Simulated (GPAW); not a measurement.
# Nb (Im-3m) in GPAW: further runs

Aim: see how the results for Nb move with the level of theory and the settings. Levels: BLYP, r2SCAN. Tasks: band structure.

All numbers are computed with GPAW 26.7.0; they aren't measurements. Logs are shortened: lines on timing, memory, paths and dates and some standing lists are left out, and cuts for length are marked. The log counts tension as positive stress, the text compression.

### Step 1. Starting point

The structure is cubic, space group Im-3m (No. 229). Conventional cell: a = 3.328 Å, b = 3.328 Å, c = 3.328 Å, α = 90.00°, β = 90.00°, γ = 90.00°. Around Nb (site symmetry m-3m) lie 8 Nb at 2.88 Å.

### Step 2. Band structure, BLYP

Contents of run.py:

```python
from ase import Atoms
from ase.dft.bandgap import bandgap
from ase.io import write
from ase.units import Bohr, GPa
from gpaw import GPAW, PW, setup_paths
from gpaw.elf import elf_from_dft_calculation

setup_paths.insert(0, '.')

atoms = Atoms(['Nb'],
              cell=[[-1.66395, 1.66395, 1.66395],
                    [1.66395, -1.66395, 1.66395],
                    [1.66395, 1.66395, -1.66395]],
              scaled_positions=[[0.0, 0.0, 0.0]],
              pbc=True)

calc = GPAW(mode=PW(600),
            xc='BLYP',
            kpts={'size': (11, 11, 11), 'gamma': True},
            occupations={'name': 'fermi-dirac', 'width': 0.05},
            nbands=15,
            convergence={'density': 1e-05, 'energy': 1e-05},
            eigensolver='davidson',
            maxiter=150,
            txt='gpaw.txt')
atoms.calc = calc
energy = atoms.get_potential_energy()
forces = atoms.get_forces()
stress = atoms.get_stress()
calc.write('gs.gpw')
write('result.traj', atoms)
print(f'Energy: {energy:.6f} eV')
print('Forces (eV/A):')
print(forces.round(4))
print('Stress (GPa):', (stress / GPa).round(3))
print('Fermi level:', round(calc.get_fermi_level(), 4), 'eV')
print(f'Gap: {bandgap(calc)[0]:.4f} eV, direct: {bandgap(calc, direct=True)[0]:.4f} eV')

# fields on the real-space grid
write('density.cube', atoms, data=calc.get_pseudo_density() * Bohr**3)
write('potential.cube', atoms, data=calc.get_electrostatic_potential())
write('elf.cube', atoms, data=elf_from_dft_calculation(calc).data)

path = atoms.cell.bandpath('GHNGPH,PN', npoints=80, eps=1e-4)
bs_calc = calc.fixed_density(kpts=path, symmetry='off', nbands=23,
                             convergence={'bands': 'CBM+6.0', 'eigenstates': 1e-6}, txt='bands.txt')
bs = bs_calc.band_structure()
bs.write('bs.json')
print(f'Gap on the path: {bandgap(bs_calc)[0]:.4f} eV')
```

Potentials or basis: PAW data sets generated in the run's folder for this functional, pw.

Command:

```sh
$ gpaw-setup -f BLYP Nb
$ OMP_NUM_THREADS=1 python run.py
```

gpaw.txt:

```text
__  _  _
 | _ |_)|_||  |
 |__||  | ||/\| - 26.7.0

Input parameters:
  mode=PW(ecut=600.0),
  convergence={'density': 1e-05, 'energy': 1e-05},
  eigensolver=Davidson(niter=2),
  kpts=MonkhorstPack(size=(11, 11, 11), gamma=True),
  maxiter=150,
  nbands=15,
  occupations=Occupations(name='fermi-dirac', width=0.05),
  xc=XC(name='BLYP')

Diagonalizing LCAO Hamiltonian
Converting LCAO to pw mode

       Nb

Atoms  # Å, Bohr magnetons
|   | symbol |        x |        y |        z |    initial magnetic moments |
|---|--------|----------|----------|----------|-----------------------------|
| 0 |     Nb | 0.000000 | 0.000000 | 0.000000 | ( 0.0000,  0.0000,  0.0000) |

Unit cell  # Å
| periodic |         x |         y |         z |  lengths |     angles |
|----------|-----------|-----------|-----------|----------|------------|
|      yes | -1.663950 |  1.663950 |  1.663950 | 2.882046 | 109.471221 |
|      yes |  1.663950 | -1.663950 |  1.663950 | 2.882046 | 109.471221 |
|      yes |  1.663950 |  1.663950 | -1.663950 | 2.882046 | 109.471221 |

Number of symmetries: 48
Symmetry operations  # r_c * U_cc + t_c -> r_c
|    | kind |            matrix            |
|----|------|------------------------------|
|  0 |  σ   |  1, 1, 1,  0, 0,-1,  0,-1, 0 |
|  1 |  C4  |  1, 1, 1,  0, 0,-1, -1, 0, 0 |
|  2 |  C2  |  1, 1, 1,  0,-1, 0,  0, 0,-1 |
|  3 |  S6  |  1, 1, 1,  0,-1, 0, -1, 0, 0 |
|  4 |  S6  |  1, 1, 1, -1, 0, 0,  0, 0,-1 |
|  5 |  C4  |  1, 1, 1, -1, 0, 0,  0,-1, 0 |
|  6 |  E   |  1, 0, 0,  0, 1, 0,  0, 0, 1 |
|  7 |  σ   |  1, 0, 0,  0, 1, 0, -1,-1,-1 |
|  8 |  σ   |  1, 0, 0,  0, 0, 1,  0, 1, 0 |
|  9 |  C3  |  1, 0, 0,  0, 0, 1, -1,-1,-1 |
| 10 |  C3  |  1, 0, 0, -1,-1,-1,  0, 1, 0 |
| 11 |  σ   |  1, 0, 0, -1,-1,-1,  0, 0, 1 |
| 12 |  σ   |  0, 1, 0,  1, 0, 0,  0, 0, 1 |
| 13 |  C2  |  0, 1, 0,  1, 0, 0, -1,-1,-1 |
| 14 |  C3  |  0, 1, 0,  0, 0, 1,  1, 0, 0 |
| 15 |  S4  |  0, 1, 0,  0, 0, 1, -1,-1,-1 |
| 16 |  S4  |  0, 1, 0, -1,-1,-1,  1, 0, 0 |
| 17 |  C3  |  0, 1, 0, -1,-1,-1,  0, 0, 1 |
| 18 |  C3  |  0, 0, 1,  1, 0, 0,  0, 1, 0 |
| 19 |  S4  |  0, 0, 1,  1, 0, 0, -1,-1,-1 |
| 20 |  σ   |  0, 0, 1,  0, 1, 0,  1, 0, 0 |
| 21 |  C3  |  0, 0, 1,  0, 1, 0, -1,-1,-1 |
| 22 |  C2  |  0, 0, 1, -1,-1,-1,  1, 0, 0 |
| 23 |  S4  |  0, 0, 1, -1,-1,-1,  0, 1, 0 |
| 24 |  C4  |  0, 0,-1,  1, 1, 1,  0,-1, 0 |
| 25 |  σ   |  0, 0,-1,  1, 1, 1, -1, 0, 0 |
| 26 |  S6  |  0, 0,-1,  0,-1, 0,  1, 1, 1 |
| 27 |  C2  |  0, 0,-1,  0,-1, 0, -1, 0, 0 |
| 28 |  C4  |  0, 0,-1, -1, 0, 0,  1, 1, 1 |
| 29 |  S6  |  0, 0,-1, -1, 0, 0,  0,-1, 0 |
| 30 |  S6  |  0,-1, 0,  1, 1, 1,  0, 0,-1 |
| 31 |  C4  |  0,-1, 0,  1, 1, 1, -1, 0, 0 |
| 32 |  C4  |  0,-1, 0,  0, 0,-1,  1, 1, 1 |
| 33 |  S6  |  0,-1, 0,  0, 0,-1, -1, 0, 0 |
| 34 |  σ   |  0,-1, 0, -1, 0, 0,  1, 1, 1 |
| 35 |  C2  |  0,-1, 0, -1, 0, 0,  0, 0,-1 |
| 36 |  C2  | -1, 0, 0,  1, 1, 1,  0, 0,-1 |
| 37 |  S6  | -1, 0, 0,  1, 1, 1,  0,-1, 0 |
| 38 |  S6  | -1, 0, 0,  0, 0,-1,  1, 1, 1 |
| 39 |  C2  | -1, 0, 0,  0, 0,-1,  0,-1, 0 |
| 40 |  C2  | -1, 0, 0,  0,-1, 0,  1, 1, 1 |
| 41 |  i   | -1, 0, 0,  0,-1, 0,  0, 0,-1 |
| 42 |  S4  | -1,-1,-1,  1, 0, 0,  0, 1, 0 |
| 43 |  C3  | -1,-1,-1,  1, 0, 0,  0, 0, 1 |
| 44 |  C3  | -1,-1,-1,  0, 1, 0,  1, 0, 0 |
| 45 |  σ   | -1,-1,-1,  0, 1, 0,  0, 0, 1 |
| 46 |  S4  | -1,-1,-1,  0, 0, 1,  1, 0, 0 |
| 47 |  C2  | -1,-1,-1,  0, 0, 1,  0, 1, 0 |

BZ-sampling:
  Number of BZ points: 1331
  Number of IBZ points: 56

  Monkhorst-Pack size: [11, 11, 11]
  Monkhorst-Pack shift: [0, 0, 0]

K-points  # in reciprocal-cell coordinates
|     |                                coordinates |     weight |
|-----|--------------------------------------------|------------|
|   0 | (  0.00000000,   0.00000000,   0.00000000) | 0.00075131 |
|   1 | (  0.09090909,   0.00000000,   0.00000000) | 0.00901578 |
|   2 | (  0.09090909,   0.09090909,  -0.09090909) | 0.00450789 |
|   3 | (  0.18181818,   0.00000000,  -0.09090909) | 0.01803156 |
|   4 | (  0.18181818,   0.00000000,   0.00000000) | 0.00901578 |
|   5 | (  0.18181818,   0.09090909,  -0.09090909) | 0.01803156 |
|   6 | (  0.18181818,   0.18181818,  -0.18181818) | 0.00450789 |
|   7 | (  0.27272727,  -0.09090909,  -0.09090909) | 0.00601052 |
|   8 | (  0.27272727,   0.00000000,  -0.09090909) | 0.03606311 |
|   9 | (  0.27272727,   0.00000000,   0.00000000) | 0.00901578 |
| ... |                                            |            |
|  55 | (  0.45454545,   0.45454545,   0.45454545) | 0.00601052 |

Plane wave coefficients: 629
Cutoff: 600.0 eV

Spin-components: 1 (collinear spins)
Bands:           15
Projectors:      6
Spin-degeneracy: 2
Datatype:        complex128

Parallelization:
  kpt:    1
  domain: 1
  band:   1

Density:
  Valence electrons: 13.0
  Components: 1
  Grid points: [18 18 18]
  Charge: 0.0  # |e|

Potential:
  Grid points: [18 18 18]

species:
  Nb:
    name:    Niobium
    Z:       41.0
    valence: 13
    core:    28
    charge:  0.0  # [|e|]
    compensation charges:
      type: gauss
      rc: 0.40  # [Å]
      lmax: 2
    cutoffs:
      filter: 2.35  # [Å]
      core: 1.51  # [Å]
    projectors
    | kind |    occ | energy [eV] | rcut [Å] |
    |------|--------|-------------|----------|
    |   4s |  2.000 |     -58.244 |    1.323 |
    |   5s |  1.000 |      -3.926 |    1.323 |
    |   4p |  6.000 |     -34.375 |    1.323 |
    |   5p |  0.000 |      -1.062 |    1.323 |
    |   4d |  4.000 |      -2.919 |    1.244 |
    |    d |        |      24.292 |    1.244 |

    Using partial waves for Nb as LCAO basis

Reference energy: -103920.338275  # eV

eigensolver:
  Davidson
  Converge bands: occupied
  niter=2

density mixing:
  MSR1-Mixer
  Pratt-step length: 0.05
  Maximum mixing coefficient: 0.75
  Old densities: 10
  SVD Regularization: 0.005
  Good broyden scale: 1.0
  Trust region scale: 1.0
  Backstep threshold: 4.0
  History deletion threshold: 6.0
  Fourier metric: weight=20.0, sigma=0.015

occupation numbers:
  Fermi-Dirac:
    width: 0.0500  # eV

poisson solver:
  ecut: 4800.0  # eV

xc functional:
  name: BLYP with 2 nearest neighbor stencil

convergence criteria:
- Maximum integral of absolute [dens]ity change: 1e-05 electrons / valence electron
- Maximum [total energy] change in last 3 cyles: 1e-05 eV / valence electron
- Maximum integral of absolute [eigenst]ate change: 4e-08 eV^2 / valence electron
maximum number of iterations: 150

SCF iterations
|iter     | |      energy | eigst |  dens |
|---------|-|-------------|-------|-------|
|iter:   1| |   -9.496407 | -0.03 |       |
|iter:   2| |   -9.415971 | -1.75 | -1.07 |
|iter:   3| |   -9.008150 | -1.41 | -1.11 |
|iter:   4| |   -9.003950 | -3.50 | -1.84 |
|iter:   5| |   -9.004974 | -3.64 | -2.05 |
|iter:   6| |   -9.004981 | -5.42 | -3.20 |
|iter:   7| |   -9.004989c| -5.90 | -3.53 |
|iter:   8| |   -9.004989c| -8.26c| -4.66 |
|iter:   9| |   -9.004990c| -9.46c| -5.50c|

Converged in 9 steps
Energy contributions relative to reference atoms: (reference = -103920.338275)

Energy contributions:
  Kinetic:           0.847119
  Coulomb:          -5.120288
  Zero:             -0.005412
  External:          0.000000
  Xc:               -4.718316
  Entropy:          -0.016186
  Spinorbit:         0.000000
  ----------------------------
  Free energy:      -9.013083
  Extrapolated:     -9.004990

dipole moment: (-6.082280, -6.082280, -6.082280)  # |e|*Ang

Fermi level: 11.518
Eigenvalues  # (at kpt = [0.000, 0.000, 0.000])
| band index |      eig [eV] | occ [0-2] |
|------------|---------------|-----------|
|          0 |       -42.909 |     2.000 |
|          1 |       -18.306 |     2.000 |
|          2 |       -18.306 |     2.000 |
|          3 |       -18.306 |     2.000 |
|          4 |         5.831 |     2.000 |
|          5 |        11.844 |     0.003 |
|          6 |        11.844 |     0.003 |
|          7 |        11.844 |     0.003 |
|          8 |        14.688 |     0.000 |
|          9 |        14.688 |     0.000 |
|         10 |        26.060 |     0.000 |
|         11 |        26.060 |     0.000 |
|         12 |        26.060 |     0.000 |
|        ... |               |           |
|         14 |        36.403 |     0.000 |

No gap
No difference between direct/indirect transitions

Forces  # eV/Ang
|       x |       y |        z |
|---------|---------|----------|
| 0.00000 | 0.00000 | -0.00000 |  # Nb   0

Stress tensor  # eV/Ang^3
|         x |         y |         z |
|-----------|-----------|-----------|
| -0.019577 | -0.000000 | -0.000000 |
| -0.000000 | -0.019577 |  0.000000 |
| -0.000000 |  0.000000 | -0.019577 |

# Writing to gs.gpw (mode='')
```

It took 17 s on 1 thread of Intel Xeon Platinum 8488C (Sapphire Rapids), shared host; peak memory 0.18 GiB.

Results:

| Item | Value |
| --- | --- |
| Free energy | -9.0131 eV |
| Pressure | 3.1 GPa |
| Band gap along the path | none (metal or under the smearing width) |

Levels at the corners of the path, in eV from the Fermi level:
| point | band 4 | band 5 | band 6 | band 7 | band 8 | band 9 |
| --- | --- | --- | --- | --- | --- | --- |
| Γ | -29.82 | -5.69 | 0.33 | 0.33 | 0.33 | 3.17 |
| H | -30.68 | -3.50 | -3.50 | 5.37 | 5.37 | 5.37 |
| N | -29.83 | -3.53 | -1.59 | 2.39 | 3.16 | 3.81 |
| Γ | -29.82 | -5.69 | 0.33 | 0.33 | 0.33 | 3.17 |
| P | -30.45 | -1.02 | -1.02 | -1.02 | 3.94 | 3.94 |
| H | -30.68 | -3.50 | -3.50 | 5.37 | 5.37 | 5.37 |
| P | -30.45 | -1.02 | -1.02 | -1.02 | 3.94 | 3.94 |
| N | -29.83 | -3.53 | -1.59 | 2.39 | 3.16 | 3.81 |

### Step 3. Band structure, r2SCAN

Changes to run.py since step 2:

```diff
@@ -3,7 +3,4 @@
 from ase.io import write
-from ase.units import Bohr, GPa
-from gpaw import GPAW, PW, setup_paths
-from gpaw.elf import elf_from_dft_calculation
-
-setup_paths.insert(0, '.')
+from ase.units import GPa
+from gpaw import GPAW, PW
 
@@ -17,3 +14,3 @@
 calc = GPAW(mode=PW(600),
-            xc='BLYP',
+            xc='MGGA_X_R2SCAN+MGGA_C_R2SCAN',
             kpts={'size': (11, 11, 11), 'gamma': True},
@@ -22,3 +19,2 @@
             convergence={'density': 1e-05, 'energy': 1e-05},
-            eigensolver='davidson',
             maxiter=150,
@@ -38,7 +34,2 @@
 
-# fields on the real-space grid
-write('density.cube', atoms, data=calc.get_pseudo_density() * Bohr**3)
-write('potential.cube', atoms, data=calc.get_electrostatic_potential())
-write('elf.cube', atoms, data=elf_from_dft_calculation(calc).data)
-
 path = atoms.cell.bandpath('GHNGPH,PN', npoints=80, eps=1e-4)
```

Potentials or basis: GPAW PAW data sets (gpaw-data 1.2.1), pw.

Command:

```sh
$ OMP_NUM_THREADS=1 python run.py
```

gpaw.txt:

```text
__  _  _
 | _ |_)|_||  |
 |__||  | ||/\| - 26.7.0

Input parameters:
  mode=PW(ecut=600.0),
  convergence={'density': 1e-05, 'energy': 1e-05},
  kpts=MonkhorstPack(size=(11, 11, 11), gamma=True),
  maxiter=150,
  nbands=15,
  occupations=Occupations(name='fermi-dirac', width=0.05),
  xc=XC(name='MGGA_X_R2SCAN+MGGA_C_R2SCAN')

Diagonalizing LCAO Hamiltonian
Converting LCAO to pw mode

       Nb

Atoms  # Å, Bohr magnetons
|   | symbol |        x |        y |        z |    initial magnetic moments |
|---|--------|----------|----------|----------|-----------------------------|
| 0 |     Nb | 0.000000 | 0.000000 | 0.000000 | ( 0.0000,  0.0000,  0.0000) |

Unit cell  # Å
| periodic |         x |         y |         z |  lengths |     angles |
|----------|-----------|-----------|-----------|----------|------------|
|      yes | -1.663950 |  1.663950 |  1.663950 | 2.882046 | 109.471221 |
|      yes |  1.663950 | -1.663950 |  1.663950 | 2.882046 | 109.471221 |
|      yes |  1.663950 |  1.663950 | -1.663950 | 2.882046 | 109.471221 |

Number of symmetries: 48
Symmetry operations  # r_c * U_cc + t_c -> r_c
|    | kind |            matrix            |
|----|------|------------------------------|
|  0 |  σ   |  1, 1, 1,  0, 0,-1,  0,-1, 0 |
|  1 |  C4  |  1, 1, 1,  0, 0,-1, -1, 0, 0 |
|  2 |  C2  |  1, 1, 1,  0,-1, 0,  0, 0,-1 |
|  3 |  S6  |  1, 1, 1,  0,-1, 0, -1, 0, 0 |
|  4 |  S6  |  1, 1, 1, -1, 0, 0,  0, 0,-1 |
|  5 |  C4  |  1, 1, 1, -1, 0, 0,  0,-1, 0 |
|  6 |  E   |  1, 0, 0,  0, 1, 0,  0, 0, 1 |
|  7 |  σ   |  1, 0, 0,  0, 1, 0, -1,-1,-1 |
|  8 |  σ   |  1, 0, 0,  0, 0, 1,  0, 1, 0 |
|  9 |  C3  |  1, 0, 0,  0, 0, 1, -1,-1,-1 |
| 10 |  C3  |  1, 0, 0, -1,-1,-1,  0, 1, 0 |
| 11 |  σ   |  1, 0, 0, -1,-1,-1,  0, 0, 1 |
| 12 |  σ   |  0, 1, 0,  1, 0, 0,  0, 0, 1 |
| 13 |  C2  |  0, 1, 0,  1, 0, 0, -1,-1,-1 |
| 14 |  C3  |  0, 1, 0,  0, 0, 1,  1, 0, 0 |
| 15 |  S4  |  0, 1, 0,  0, 0, 1, -1,-1,-1 |
| 16 |  S4  |  0, 1, 0, -1,-1,-1,  1, 0, 0 |
| 17 |  C3  |  0, 1, 0, -1,-1,-1,  0, 0, 1 |
| 18 |  C3  |  0, 0, 1,  1, 0, 0,  0, 1, 0 |
| 19 |  S4  |  0, 0, 1,  1, 0, 0, -1,-1,-1 |
| 20 |  σ   |  0, 0, 1,  0, 1, 0,  1, 0, 0 |
| 21 |  C3  |  0, 0, 1,  0, 1, 0, -1,-1,-1 |
| 22 |  C2  |  0, 0, 1, -1,-1,-1,  1, 0, 0 |
| 23 |  S4  |  0, 0, 1, -1,-1,-1,  0, 1, 0 |
| 24 |  C4  |  0, 0,-1,  1, 1, 1,  0,-1, 0 |
| 25 |  σ   |  0, 0,-1,  1, 1, 1, -1, 0, 0 |
| 26 |  S6  |  0, 0,-1,  0,-1, 0,  1, 1, 1 |
| 27 |  C2  |  0, 0,-1,  0,-1, 0, -1, 0, 0 |
| 28 |  C4  |  0, 0,-1, -1, 0, 0,  1, 1, 1 |
| 29 |  S6  |  0, 0,-1, -1, 0, 0,  0,-1, 0 |
| 30 |  S6  |  0,-1, 0,  1, 1, 1,  0, 0,-1 |
| 31 |  C4  |  0,-1, 0,  1, 1, 1, -1, 0, 0 |
| 32 |  C4  |  0,-1, 0,  0, 0,-1,  1, 1, 1 |
| 33 |  S6  |  0,-1, 0,  0, 0,-1, -1, 0, 0 |
| 34 |  σ   |  0,-1, 0, -1, 0, 0,  1, 1, 1 |
[... 85 lines left out ...]

Reference energy: -103906.147789  # eV

eigensolver:
  PPCG
  Converge bands: occupied
  niter=2

density mixing:
  MSR1-Mixer
  Pratt-step length: 0.05
  Maximum mixing coefficient: 0.75
  Old densities: 10
  SVD Regularization: 0.005
  Good broyden scale: 1.0
  Trust region scale: 1.0
  Backstep threshold: 4.0
  History deletion threshold: 6.0
  Fourier metric: weight=20.0, sigma=0.015

occupation numbers:
  Fermi-Dirac:
    width: 0.0500  # eV

poisson solver:
  ecut: 4800.0  # eV

xc functional:
  name: MGGA_X_R2SCAN+MGGA_C_R2SCAN with 2 nearest neighbor stencil

convergence criteria:
- Maximum integral of absolute [dens]ity change: 1e-05 electrons / valence electron
- Maximum [total energy] change in last 3 cyles: 1e-05 eV / valence electron
- Maximum integral of absolute [eigenst]ate change: 4e-08 eV^2 / valence electron
maximum number of iterations: 150

SCF iterations
|iter     | |      energy | eigst |  dens |
|---------|-|-------------|-------|-------|
|iter:   1| |  -26.333872 | +0.13 |       |
|iter:   2| |  -22.090145 | -1.65 | -1.01 |
|iter:   3| |  -21.778216 | -1.64 | -1.06 |
|iter:   4| |  -21.758236 | -1.98 | -1.45 |
|iter:   5| |  -21.765580 | -3.39 | -2.14 |
|iter:   6| |  -21.766587 | -3.88 | -2.57 |
|iter:   7| |  -21.766593 | -6.45 | -3.65 |
|iter:   8| |  -21.766593c| -7.00 | -3.98 |
|iter:   9| |  -21.766593c| -7.50c| -4.78 |
|iter:  10| |  -21.766593c| -8.20c| -5.38c|

Converged in 10 steps
Energy contributions relative to reference atoms: (reference = -103906.147789)

Energy contributions:
  Kinetic:          -6.851003
  Coulomb:           1.755647
  Zero:             -0.079320
  External:          0.000000
  Xc:              -16.585507
  Entropy:          -0.012821
  Spinorbit:         0.000000
  ----------------------------
  Free energy:     -21.773003
  Extrapolated:    -21.766593

dipole moment: (-6.099493, -6.099493, -6.099493)  # |e|*Ang

Fermi level: 10.953
Eigenvalues  # (at kpt = [0.000, 0.000, 0.000])
| band index |      eig [eV] | occ [0-2] |
|------------|---------------|-----------|
|          0 |       -45.221 |     2.000 |
|          1 |       -19.852 |     2.000 |
|          2 |       -19.852 |     2.000 |
|          3 |       -19.852 |     2.000 |
|          4 |         4.770 |     2.000 |
|          5 |        11.421 |     0.000 |
|          6 |        11.421 |     0.000 |
|          7 |        11.421 |     0.000 |
|          8 |        14.463 |     0.000 |
|          9 |        14.463 |     0.000 |
|         10 |        26.072 |     0.000 |
|         11 |        26.072 |     0.000 |
|         12 |        26.072 |     0.000 |
|        ... |               |           |
|         14 |        36.684 |     0.000 |

No gap
No difference between direct/indirect transitions

Forces  # eV/Ang
|        x |        y |        z |
|----------|----------|----------|
| -0.00000 | -0.00000 | -0.00000 |  # Nb   0

Stress tensor  # eV/Ang^3
|         x |         y |         z |
|-----------|-----------|-----------|
|  0.020394 | -0.000000 | -0.000000 |
| -0.000000 |  0.020394 | -0.000000 |
| -0.000000 | -0.000000 |  0.020394 |

# Writing to gs.gpw (mode='')
```

stdout:

```text
Energy: -21.766593 eV
Forces (eV/A):
[[-0. -0. -0.]]
Stress (GPa): [ 3.267  3.267  3.267 -0.    -0.    -0.   ]
Fermi level: 10.9535 eV
Gap: 0.0000 eV, direct: 0.0000 eV
Gap on the path: 0.0000 eV
```

It took 45 s on 1 thread of Intel Xeon Platinum 8488C (Sapphire Rapids), shared host; peak memory 0.27 GiB.

Results:

```yaml
Free_energy: -21.7730 eV
Pressure: -3.3 GPa
Band_gap_along_the_path: none (metal or under the smearing width)
```

Levels at the corners of the path, in eV from the Fermi level:
| point | band 4 | band 5 | band 6 | band 7 | band 8 | band 9 |
| --- | --- | --- | --- | --- | --- | --- |
| Γ | -30.81 | -6.18 | 0.47 | 0.47 | 0.47 | 3.51 |
| H | -31.72 | -3.71 | -3.71 | 5.72 | 5.72 | 5.72 |
| N | -30.82 | -3.76 | -1.61 | 2.16 | 3.51 | 4.21 |
| Γ | -30.81 | -6.18 | 0.47 | 0.47 | 0.47 | 3.51 |
| P | -31.48 | -1.15 | -1.15 | -1.15 | 4.35 | 4.35 |
| H | -31.72 | -3.71 | -3.71 | 5.72 | 5.72 | 5.72 |
| P | -31.48 | -1.15 | -1.15 | -1.15 | 4.35 | 4.35 |
| N | -30.82 | -3.76 | -1.61 | 2.16 | 3.51 | 4.21 |

Caveat: the PAW data sets were made with another functional, which shifts forces and pressure a little.
